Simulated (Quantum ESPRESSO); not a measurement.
# NiO (Fm-3m) in Quantum ESPRESSO: a series of runs

The runs below take NiO through band structure, single point, equation of state, with PBEsol, LDA.

Everything below comes from runs of Quantum ESPRESSO 7.5. Logs are shortened: lines on timing, memory, paths and dates and some standing lists are left out, and cuts for length are marked.

## 1. The structure

Symmetry: Fm-3m, No. 225, cubic system. Conventional cell: a = 4.172 Å, b = 4.172 Å, c = 4.172 Å, α = 90.00°, β = 90.00°, γ = 90.00°. Ni (site symmetry m-3m) has 6 O at 2.09 Å as nearest neighbours. O (site symmetry m-3m) is surrounded by 6 Ni at 2.09 Å.

## 2. Band structure, PBEsol, collinear spin, ferromagnetic start

pw.in

```
&CONTROL
  calculation = 'scf'
  prefix = 'pwscf'
  outdir = './tmp'
  pseudo_dir = './pseudo'
  tprnfor = .true.
  tstress = .true.
  disk_io = 'low'
/
&SYSTEM
  ibrav = 0
  nat = 2
  ntyp = 2
  ecutwfc = 45
  ecutrho = 360
  nbnd = 22
  occupations = 'smearing'
  smearing = 'fd'
  degauss = 0.00367493
  nspin = 2
  starting_magnetization(1) = 0.0556
  starting_magnetization(2) = 0
/
&ELECTRONS
  conv_thr = 4d-10
  electron_maxstep = 120
  mixing_beta = 0.3
/
ATOMIC_SPECIES
Ni    58.6934 ni_pbesol_v1.4.uspp.F.UPF
O     15.9990 o_pbesol_v1.2.uspp.F.UPF
CELL_PARAMETERS angstrom
   0.0000000000    2.0859016414    2.0859016414
   2.0859016414    0.0000000000    2.0859016414
   2.0859016414    2.0859016414    0.0000000000
ATOMIC_POSITIONS crystal
Ni     0.0000000000    0.0000000000    0.0000000000
O      0.5000000000    0.5000000000    0.5000000000
K_POINTS automatic
11 11 11 0 0 0
```

bands.in

```
&CONTROL
  calculation = 'bands'
  prefix = 'pwscf'
  outdir = './tmp'
  pseudo_dir = './pseudo'
  disk_io = 'low'
  verbosity = 'high'
/
&SYSTEM
  ibrav = 0
  nat = 2
  ntyp = 2
  ecutwfc = 45
  ecutrho = 360
  nbnd = 22
  occupations = 'smearing'
  smearing = 'fd'
  degauss = 0.00367493
  nspin = 2
  starting_magnetization(1) = 0.0556
  starting_magnetization(2) = 0
/
&ELECTRONS
  conv_thr = 1d-08
  electron_maxstep = 120
  mixing_beta = 0.3
  diago_full_acc = .true.
  startingwfc = 'random'
/
ATOMIC_SPECIES
Ni    58.6934 ni_pbesol_v1.4.uspp.F.UPF
O     15.9990 o_pbesol_v1.2.uspp.F.UPF
CELL_PARAMETERS angstrom
   0.0000000000    2.0859016414    2.0859016414
   2.0859016414    0.0000000000    2.0859016414
   2.0859016414    2.0859016414    0.0000000000
ATOMIC_POSITIONS crystal
Ni     0.0000000000    0.0000000000    0.0000000000
O      0.5000000000    0.5000000000    0.5000000000
K_POINTS crystal
60
 0.0000000000  0.0000000000  0.0000000000 1
 0.0625000000  0.0000000000  0.0625000000 1
 0.1250000000  0.0000000000  0.1250000000 1
 0.1875000000  0.0000000000  0.1875000000 1
 0.2500000000  0.0000000000  0.2500000000 1
 0.3125000000  0.0000000000  0.3125000000 1
 0.3750000000  0.0000000000  0.3750000000 1
 0.4375000000  0.0000000000  0.4375000000 1
 0.5000000000  0.0000000000  0.5000000000 1
 0.5000000000  0.0625000000  0.5625000000 1
 0.5000000000  0.1250000000  0.6250000000 1
 0.5000000000  0.1875000000  0.6875000000 1
 0.5000000000  0.2500000000  0.7500000000 1
 0.4375000000  0.3125000000  0.7500000000 1
 0.3750000000  0.3750000000  0.7500000000 1
 0.3375000000  0.3375000000  0.6750000000 1
 0.3000000000  0.3000000000  0.6000000000 1
 0.2625000000  0.2625000000  0.5250000000 1
 0.2250000000  0.2250000000  0.4500000000 1
 0.1875000000  0.1875000000  0.3750000000 1
 0.1500000000  0.1500000000  0.3000000000 1
 0.1125000000  0.1125000000  0.2250000000 1
 0.0750000000  0.0750000000  0.1500000000 1
 0.0375000000  0.0375000000  0.0750000000 1
 0.0000000000  0.0000000000  0.0000000000 1
 0.0625000000  0.0625000000  0.0625000000 1
 0.1250000000  0.1250000000  0.1250000000 1
 0.1875000000  0.1875000000  0.1875000000 1
 0.2500000000  0.2500000000  0.2500000000 1
 0.3125000000  0.3125000000  0.3125000000 1
 0.3750000000  0.3750000000  0.3750000000 1
 0.4375000000  0.4375000000  0.4375000000 1
 0.5000000000  0.5000000000  0.5000000000 1
 0.5250000000  0.4500000000  0.5250000000 1
 0.5500000000  0.4000000000  0.5500000000 1
 0.5750000000  0.3500000000  0.5750000000 1
 0.6000000000  0.3000000000  0.6000000000 1
 0.6250000000  0.2500000000  0.6250000000 1
 0.5833333333  0.2500000000  0.6666666667 1
 0.5416666667  0.2500000000  0.7083333333 1
 0.5000000000  0.2500000000  0.7500000000 1
 0.5000000000  0.2857142857  0.7142857143 1
 0.5000000000  0.3214285714  0.6785714286 1
 0.5000000000  0.3571428571  0.6428571429 1
 0.5000000000  0.3928571429  0.6071428571 1
 0.5000000000  0.4285714286  0.5714285714 1
 0.5000000000  0.4642857143  0.5357142857 1
 0.5000000000  0.5000000000  0.5000000000 1
 0.4821428571  0.4821428571  0.5357142857 1
 0.4642857143  0.4642857143  0.5714285714 1
 0.4464285714  0.4464285714  0.6071428571 1
 0.4285714286  0.4285714286  0.6428571429 1
 0.4107142857  0.4107142857  0.6785714286 1
 0.3928571429  0.3928571429  0.7142857143 1
 0.3750000000  0.3750000000  0.7500000000 1
 0.6250000000  0.2500000000  0.6250000000 1
 0.5937500000  0.1875000000  0.5937500000 1
 0.5625000000  0.1250000000  0.5625000000 1
 0.5312500000  0.0625000000  0.5312500000 1
 0.5000000000  0.0000000000  0.5000000000 1
```

Potentials or basis: GBRV 1.5 PBEsol.

The run is started by

```bash
$ OMP_NUM_THREADS=1 mpirun -n 2 pw.x -nk 2 -in pw.in > pw.out
$ OMP_NUM_THREADS=1 mpirun -n 2 pw.x -nk 2 -in bands.in > bands.out
```

pw.out:

```text
This program is part of the open-source Quantum ESPRESSO suite
     for quantum simulation of materials; please cite
         "P. Giannozzi et al., J. Phys.:Condens. Matter 21 395502 (2009);
         "P. Giannozzi et al., J. Phys.:Condens. Matter 29 465901 (2017);
         "P. Giannozzi et al., J. Chem. Phys. 152 154105 (2020);
     in publications or presentations arising from this work. More details at

     Message from routine setup:
     using ibrav=0 with symmetry is DISCOURAGED, use correct ibrav instead

     K-points division:     npool     =       2
     Subspace diagonalization in iterative solution of the eigenvalue problem:
     a serial algorithm will be used

     G-vector sticks info
     --------------------
     sticks:   dense  smooth     PW     G-vecs:    dense   smooth      PW
     Sum         769     379    121                14163     5029     941

     Using Slab Decomposition

     bravais-lattice index     =            0
     lattice parameter (alat)  =       5.5745  a.u.
     unit-cell volume          =     122.4921 (a.u.)^3
     number of atoms/cell      =            2
     number of atomic types    =            2
     number of electrons       =        24.00
     number of Kohn-Sham states=           22
     kinetic-energy cutoff     =      45.0000  Ry
     charge density cutoff     =     360.0000  Ry
     scf convergence threshold =      4.0E-10
     mixing beta               =       0.3000
     number of iterations used =            8  plain     mixing
     Exchange-correlation= SLA  PW   PSX  PSC
                           (   1   4  10   8   0   0   0)

     celldm(1)=   5.574523  celldm(2)=   0.000000  celldm(3)=   0.000000
     celldm(4)=   0.000000  celldm(5)=   0.000000  celldm(6)=   0.000000

     crystal axes: (cart. coord. in units of alat)
               a(1) = (   0.000000   0.707107   0.707107 )
               a(2) = (   0.707107   0.000000   0.707107 )
               a(3) = (   0.707107   0.707107   0.000000 )

     reciprocal axes: (cart. coord. in units 2 pi/alat)
               b(1) = ( -0.707107  0.707107  0.707107 )
               b(2) = (  0.707107 -0.707107  0.707107 )
               b(3) = (  0.707107  0.707107 -0.707107 )

     PseudoPot. # 1 for Ni read from file:
     ni_pbesol_v1.4.uspp.F.UPF
     Pseudo is Ultrasoft + core correction, Zval = 18.0
     Generated by new atomic code, or converted to UPF format
     Using radial grid of  865 points,  6 beta functions with:
                l(1) =   0
                l(2) =   0
                l(3) =   1
                l(4) =   1
                l(5) =   2
                l(6) =   2
     Q(r) pseudized with 10 coefficients,  rinner =    0.980   0.980   0.980
                                                       0.980   0.980

     PseudoPot. # 2 for O  read from file:
     o_pbesol_v1.2.uspp.F.UPF
     Pseudo is Ultrasoft + core correction, Zval =  6.0
     Generated by new atomic code, or converted to UPF format
     Using radial grid of  737 points,  5 beta functions with:
                l(1) =   0
                l(2) =   0
                l(3) =   1
                l(4) =   1
                l(5) =   2
     Q(r) pseudized with  8 coefficients,  rinner =    0.900   0.900   0.900
                                                       0.900   0.900

     atomic species   valence    mass     pseudopotential
     Ni               18.00    58.69340     Ni( 1.00)
     O                 6.00    15.99900     O ( 1.00)

     Starting magnetic structure
     atomic species   magnetization
     Ni              0.056
     O               0.000

     48 Sym. Ops., with inversion, found

   Cartesian axes

     site n.     atom                  positions (alat units)
         1        Ni     tau(   1) = (   0.0000000   0.0000000   0.0000000  )
         2        O      tau(   2) = (   0.7071068   0.7071068   0.7071068  )

     number of k points=    56  Fermi-Dirac smearing, width (Ry)=  0.0037
                       cart. coord. in units 2pi/alat
        k(    1) = (   0.0000000   0.0000000   0.0000000), wk =   0.0007513
        k(    2) = (   0.0642824   0.0642824  -0.0642824), wk =   0.0060105
        k(    3) = (   0.1285649   0.1285649  -0.1285649), wk =   0.0060105
        k(    4) = (   0.1928473   0.1928473  -0.1928473), wk =   0.0060105
        k(    5) = (   0.2571297   0.2571297  -0.2571297), wk =   0.0060105
        k(    6) = (   0.3214122   0.3214122  -0.3214122), wk =   0.0060105
[... 48 lines left out ...]
        k(   55) = (  -0.0642824  -0.4499770   0.7071068), wk =   0.0180316
        k(   56) = (   0.0000000  -0.3856946   0.6428243), wk =   0.0180316

     Dense  grid:    14163 G-vectors     FFT dimensions: (  36,  36,  36)

     Smooth grid:     5029 G-vectors     FFT dimensions: (  24,  24,  24)

     Check: negative core charge=   -0.000006
     Generating pointlists ...
     new r_m :   0.2917 (alat units)  1.6260 (a.u.) for type    1
     new r_m :   0.2917 (alat units)  1.6260 (a.u.) for type    2

     Initial potential from superposition of free atoms

     starting charge      22.0000, renormalised to      24.0000
     Starting wfcs are   17 randomized atomic wfcs +    5 random wfcs

     Self-consistent Calculation

     iteration #  1     ecut=    45.00 Ry     beta= 0.30
     Davidson diagonalization with overlap
     ethr =  1.00E-02,  avg # of iterations =  5.9

     total energy              =    -364.96285031 Ry
     estimated scf accuracy    <      33.81535983 Ry

     total magnetization       =     0.74 Bohr mag/cell
     absolute magnetization    =     0.74 Bohr mag/cell

     iteration #  2     ecut=    45.00 Ry     beta= 0.30
     Davidson diagonalization with overlap
     ethr =  1.00E-02,  avg # of iterations =  3.0

     total energy              =    -374.19439915 Ry
     estimated scf accuracy    <      13.08362880 Ry

     total magnetization       =     0.05 Bohr mag/cell
     absolute magnetization    =     0.06 Bohr mag/cell

     iteration #  3     ecut=    45.00 Ry     beta= 0.30
     Davidson diagonalization with overlap
     ethr =  1.00E-02,  avg # of iterations =  2.0

     total energy              =    -375.15657278 Ry
     estimated scf accuracy    <       0.39708029 Ry

     total magnetization       =     0.37 Bohr mag/cell
     absolute magnetization    =     0.37 Bohr mag/cell

     iteration #  4     ecut=    45.00 Ry     beta= 0.30
     Davidson diagonalization with overlap
     ethr =  1.65E-03,  avg # of iterations =  1.3

     total energy              =    -375.21852090 Ry
     estimated scf accuracy    <       0.07221880 Ry

     total magnetization       =     0.58 Bohr mag/cell
     absolute magnetization    =     0.58 Bohr mag/cell

     iteration #  5     ecut=    45.00 Ry     beta= 0.30
     Davidson diagonalization with overlap
     ethr =  3.01E-04,  avg # of iterations =  2.2

     total energy              =    -375.23214104 Ry
     estimated scf accuracy    <       0.08639808 Ry

     total magnetization       =     0.43 Bohr mag/cell
     absolute magnetization    =     0.43 Bohr mag/cell

     iteration #  6     ecut=    45.00 Ry     beta= 0.30
     Davidson diagonalization with overlap
     ethr =  3.01E-04,  avg # of iterations =  1.0

     total energy              =    -375.24118871 Ry
     estimated scf accuracy    <       0.00033123 Ry

     total magnetization       =     0.48 Bohr mag/cell
     absolute magnetization    =     0.49 Bohr mag/cell

     iteration #  7     ecut=    45.00 Ry     beta= 0.30
     Davidson diagonalization with overlap
     ethr =  1.38E-06,  avg # of iterations =  4.0

     total energy              =    -375.24124682 Ry
     estimated scf accuracy    <       0.00011867 Ry

     total magnetization       =     0.49 Bohr mag/cell
     absolute magnetization    =     0.49 Bohr mag/cell
[... 58 lines left out ...]
     total magnetization       =     0.38 Bohr mag/cell
     absolute magnetization    =     0.38 Bohr mag/cell

     iteration # 14     ecut=    45.00 Ry     beta= 0.30
     Davidson diagonalization with overlap
     ethr =  3.45E-09,  avg # of iterations =  2.0

     total energy              =    -375.24132821 Ry
     estimated scf accuracy    <       0.00000005 Ry

     total magnetization       =     0.39 Bohr mag/cell
     absolute magnetization    =     0.39 Bohr mag/cell

     iteration # 15     ecut=    45.00 Ry     beta= 0.30
     Davidson diagonalization with overlap
     ethr =  2.09E-10,  avg # of iterations =  2.0

     total energy              =    -375.24132849 Ry
     estimated scf accuracy    <          1.6E-09 Ry

     total magnetization       =     0.39 Bohr mag/cell
     absolute magnetization    =     0.39 Bohr mag/cell

     iteration # 16     ecut=    45.00 Ry     beta= 0.30
     Davidson diagonalization with overlap
     ethr =  6.52E-12,  avg # of iterations =  2.5

     total energy              =    -375.24132852 Ry
     estimated scf accuracy    <          6.8E-09 Ry

     total magnetization       =     0.39 Bohr mag/cell
     absolute magnetization    =     0.39 Bohr mag/cell

     iteration # 17     ecut=    45.00 Ry     beta= 0.30
     Davidson diagonalization with overlap
     ethr =  6.52E-12,  avg # of iterations =  2.0

     total energy              =    -375.24132853 Ry
     estimated scf accuracy    <          5.4E-10 Ry

     total magnetization       =     0.39 Bohr mag/cell
     absolute magnetization    =     0.39 Bohr mag/cell

     iteration # 18     ecut=    45.00 Ry     beta= 0.30
     Davidson diagonalization with overlap
     ethr =  2.26E-12,  avg # of iterations =  1.6

     Magnetic moment per site  (integrated on atomic sphere of radius R)
     atom   1 (R=0.292)  charge= 15.7096  magn=  0.3312
     atom   2 (R=0.292)  charge=  5.6002  magn=  0.0468

     End of self-consistent calculation

     Number of k-points >= 100: set verbosity='high' to print the bands.

     the Fermi energy is    14.1352 ev

!    total energy              =    -375.24132853 Ry
     estimated scf accuracy    <          7.1E-13 Ry
     smearing contrib. (-TS)   =      -0.00092455 Ry
     internal energy E=F+TS    =    -375.24040399 Ry

     The total energy is F=E-TS. E is the sum of the following terms:
     one-electron contribution =    -216.63352518 Ry
     hartree contribution      =     122.95637490 Ry
     xc contribution           =     -42.33994619 Ry
     ewald contribution        =    -239.22330751 Ry

     total magnetization       =     0.39 Bohr mag/cell
     absolute magnetization    =     0.39 Bohr mag/cell

     convergence has been achieved in  18 iterations

     Forces acting on atoms (cartesian axes, Ry/au):

     atom    1 type  1   force =    -0.00000000    0.00000000   -0.00000000
     atom    2 type  2   force =     0.00000000   -0.00000000    0.00000000

     Total force =     0.000000     Total SCF correction =     0.000000

     Computing stress (Cartesian axis) and pressure

          total   stress  (Ry/bohr**3)                   (kbar)     P=     -115.11
  -0.00078249  -0.00000000  -0.00000000         -115.11       -0.00       -0.00
  -0.00000000  -0.00078249  -0.00000000           -0.00     -115.11       -0.00
  -0.00000000  -0.00000000  -0.00078249           -0.00       -0.00     -115.11

=------------------------------------------------------------------------------=
   JOB DONE.
=------------------------------------------------------------------------------=
```

It took 29 s on 2 MPI ranks of Arm Neoverse V2, shared host; peak memory 0.18 GiB.

Results:

| Quantity | Value |
| --- | --- |
| Free energy | -5105.4184 eV |
| Pressure | -11.5 GPa |
| Band gap on the k mesh | none (metal or under the smearing width) |
| Net moment | 0.39 μB per cell |
| Absolute moment | 0.39 μB per cell |
| Site moments | Ni +0.33; O +0.05 μB |
| Valence electrons inside the program's atomic spheres | Ni 15.71; O 5.60 |

Levels at the corners of the path, in eV from the Fermi level:
Spin up:
```
point  band 9  band 10  band 11  band 12  band 13  band 14  band 15  band 16  band 17  band 18
    Γ   -2.01    -2.01    -2.01    -1.83    -1.83     1.51    17.54    18.84    18.84    18.84
    X   -3.00    -1.44    -0.91    -0.91    -0.89     6.23    10.40    12.24    16.56    16.56
    W   -1.31    -1.31    -1.03    -0.90    -0.18     8.55    10.56    10.56    13.45    22.00
    K   -1.91    -1.04    -0.85    -0.71    -0.18     7.86    10.27    10.36    15.80    18.54
    Γ   -2.01    -2.01    -2.01    -1.83    -1.83     1.51    17.54    18.84    18.84    18.84
    L   -1.18    -1.18    -0.79     1.10     1.10     5.48     9.93    14.00    14.00    21.28
    U   -1.91    -1.04    -0.85    -0.71    -0.18     7.86    10.27    10.36    15.80    18.54
    W   -1.31    -1.31    -1.03    -0.90    -0.18     8.55    10.56    10.56    13.45    22.00
    L   -1.18    -1.18    -0.79     1.10     1.10     5.48     9.93    14.00    14.00    21.28
    K   -1.91    -1.04    -0.85    -0.71    -0.18     7.86    10.27    10.36    15.80    18.54
    U   -1.91    -1.04    -0.85    -0.71    -0.18     7.86    10.27    10.36    15.80    18.54
    X   -3.00    -1.44    -0.91    -0.91    -0.89     6.23    10.40    12.24    16.56    16.56
```
Spin down:
| point | band 8 | band 9 | band 10 | band 11 | band 12 | band 13 | band 14 | band 15 | band 16 | band 17 |
| --- | --- | --- | --- | --- | --- | --- | --- | --- | --- | --- |
| Γ | -3.11 | -1.75 | -1.75 | -1.75 | -1.33 | -1.33 | 1.59 | 17.53 | 18.92 | 18.92 |
| X | -4.41 | -2.78 | -0.92 | -0.61 | -0.61 | -0.38 | 6.34 | 10.47 | 12.35 | 16.65 |
| W | -5.74 | -1.05 | -1.05 | -0.61 | -0.51 | 0.27 | 8.67 | 10.64 | 10.64 | 13.53 |
| K | -5.00 | -1.65 | -0.75 | -0.57 | -0.22 | 0.27 | 7.96 | 10.36 | 10.44 | 15.89 |
| Γ | -3.11 | -1.75 | -1.75 | -1.75 | -1.33 | -1.33 | 1.59 | 17.53 | 18.92 | 18.92 |
| L | -5.40 | -0.88 | -0.88 | -0.53 | 1.50 | 1.50 | 5.53 | 10.04 | 14.07 | 14.07 |
| U | -5.00 | -1.65 | -0.75 | -0.57 | -0.22 | 0.27 | 7.96 | 10.36 | 10.44 | 15.89 |
| W | -5.74 | -1.05 | -1.05 | -0.61 | -0.51 | 0.27 | 8.67 | 10.64 | 10.64 | 13.53 |
| L | -5.40 | -0.88 | -0.88 | -0.53 | 1.50 | 1.50 | 5.53 | 10.04 | 14.07 | 14.07 |
| K | -5.00 | -1.65 | -0.75 | -0.57 | -0.22 | 0.27 | 7.96 | 10.36 | 10.44 | 15.89 |
| U | -5.00 | -1.65 | -0.75 | -0.57 | -0.22 | 0.27 | 7.96 | 10.36 | 10.44 | 15.89 |
| X | -4.41 | -2.78 | -0.92 | -0.61 | -0.61 | -0.38 | 6.34 | 10.47 | 12.35 | 16.65 |

Caveat: semilocal functionals often make such compounds metallic where correlation or magnetic order opens a gap, which also shifts bond lengths.

[end of part 1 of 2]
